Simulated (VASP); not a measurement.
# From VASP inputs to Ansatz: BeSe (zincblende)

INCAR

```
ISMEAR = 0
LCHARG = .TRUE.
LASPH = .TRUE.
PREC = Accurate
EDIFF = 1E-7
NELM = 120
GGA = CA
NSW = 0
LELF = .TRUE.
ENCUT = 520
NBANDS = 11
ISIF = 2
IBRION = -1
LREAL = .FALSE.
SIGMA = 0.01
LWAVE = .FALSE.
```

KPOINTS

```
KPOINTS created by Atomic Simulation Environment
0
Gamma
8 8 8
0 0 0
```

KPOINTS_OPT

```
special points
6
Reciprocal
0.0000000000 0.0000000000 0.0000000000 1
0.5000000000 0.0000000000 0.5000000000 1
0.5000000000 0.2500000000 0.7500000000 1
0.3750000000 0.3750000000 0.7500000000 1
0.5000000000 0.5000000000 0.5000000000 1
0.6250000000 0.2500000000 0.6250000000 1
```

POSCAR

```
Be Se
 1.0000000000000000
    -0.0000000000000000    2.5810353740689878    2.5810353740689878
     2.5810353740689878    0.0000000000000000    2.5810353740689878
     2.5810353740689878    2.5810353740689878    0.0000000000000000
 Be  Se
   1   1
Cartesian
  0.0000000000000000  0.0000000000000000  0.0000000000000000
  1.2905176870344939  1.2905176870344939  1.2905176870344939
```

VASP ran with the recommended LDA PAW datasets (8 valence electrons in the cell).

Translate these files to an Ansatz input.



```yaml
crystal:
  lattice:
    - [0.0, 2.5810353741, 2.5810353741]
    - [2.5810353741, 0.0, 2.5810353741]
    - [2.5810353741, 2.5810353741, 0.0]
  atoms:
    - { symbol: Be, position: [0.0, 0.0, 0.0] }
    - { symbol: Se, position: [0.25, 0.25, 0.25] }
kpoints:
  mp_grid: { grid: [8, 8, 8] }
  band_path:
    path:
      - [0.0, 0.0, 0.0]
      - [0.5, 0.0, 0.5]
      - [0.5, 0.25, 0.75]
      - [0.375, 0.375, 0.75]
      - [0.5, 0.5, 0.5]
      - [0.625, 0.25, 0.625]
    npoints: 1
hamiltonian:
  xc: lda
scf:
  occupations: { method: fixed }
  n_extra_bands: 4
output:
  forces: true
  stress: true
  eigenvalues: true
```

Other inputs would serve too.

```csv
,VASP,Ansatz
gap between bands v and c,2.49 eV,2.50 eV
least direct gap,4.12 eV,4.09 eV
pressure,-3.4 GPa,-3.6 GPa
```

The two codes use different PAW datasets and cutoffs. VASP's cell holds 8 valence electrons and Ansatz's 18. LDA means the Perdew–Zunger form with relativistic exchange in VASP and the Perdew–Wang form in Ansatz. Ansatz's stress includes a Pulay correction; VASP's doesn't.
